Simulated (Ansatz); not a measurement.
# Cu in Ansatz: the effect of target pressure

The system is Cu.

```
CELL_PARAMETERS angstrom
1.21846 -3.97638 0.00000
1.21846 3.97638 0.00000
0.00000 0.00000 2.47550
ATOMIC_POSITIONS crystal
Cu 0.86613 0.13387 0.75000
Cu 0.13387 0.86613 0.25000
```

This isn't the form of Cu at room conditions, which is fcc.

Alike in all runs:

- Program: Ansatz 0.2.0
- Task: relaxation of cell and atoms
- Functional: PBEsol
- Potentials or basis: all-electron LAPW, scalar-relativistic
- Basis error allowed: 0.001 eV/atom
- k mesh: 11 × 11 × 11
- Occupations: fermi-dirac, width 0.05 eV
- Spin: no spin polarisation

Each run relaxes the cell or the atoms first.

```tsv
target pressure	relaxed volume (Å³/atom)
0 GPa	11.87
5 GPa	11.51
10 GPa	11.21
20 GPa	?
30 GPa	10.32
```

**Question.** What does the run with target pressure 20 GPa give?

**Answer.** Relaxed volume 10.72 Å³/atom.

Worked out: In Murnaghan's law V^(-B') rises as a straight line in P. The other rows fit best with B' = 4.6, V0 = 11.87 Å³/atom and B0 = 153 GPa, which gives 10.71 Å³/atom at 20 GPa, against the run's 10.72.
